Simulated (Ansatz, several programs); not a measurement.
PtSe2 built on the rutile prototype, relaxed with PBE in Ansatz (plane waves, PAW): it is tetragonal, P4_2/mnm (No. 136); conventional cell a = 5.801 Å, c = 4.009 Å, 22.48 Å³ an atom. Around Pt lie 6 Se at 2.54 Å; around Se lie 3 Pt at 2.54 Å. The cell was then scaled with its shape and fractional coordinates held, which makes it stiffer than a relaxed compression. Simulation only: spin-unpolarised, and no claim that this is the phase found in nature.

```tsv
V (Å³/atom)	E (meV/atom)
21.133	28.37
22.481	0.00
23.156	5.92
23.830	22.39
```

Question: Pass a cubic E = c₀ + c₁u + c₂u² + c₃u³, with u = V − 22.650 Å³, through these points.

Answer: c₀ = 0.37, c₁ = +4.495, c₂ = 13.371, c₃ = -1.1590 (meV and Å³).

Question: Where is the minimum, and what bulk modulus follows?

Answer: dE/du = 0 at u = -0.165, so V₀ = 22.49 Å³. B = V₀ d²E/dV² = 22.49 × (2c₂ + 6c₃u) = 22.49 × 27.887 = 627 meV/Å³, and 1 meV/Å³ is 0.16022 GPa: 100 GPa. A third-order Birch-Murnaghan fit to all five points gives 22.48 Å³ and 99 GPa.

Question: Predict the energy and the pressure at the withheld volume, 21.807 Å³.

Answer: With u = -0.843: E ≈ 6.78 meV and P = −dE/dV ≈ +3.29 GPa. The run gives 6.68 meV and, from its stress, +3.27 GPa.
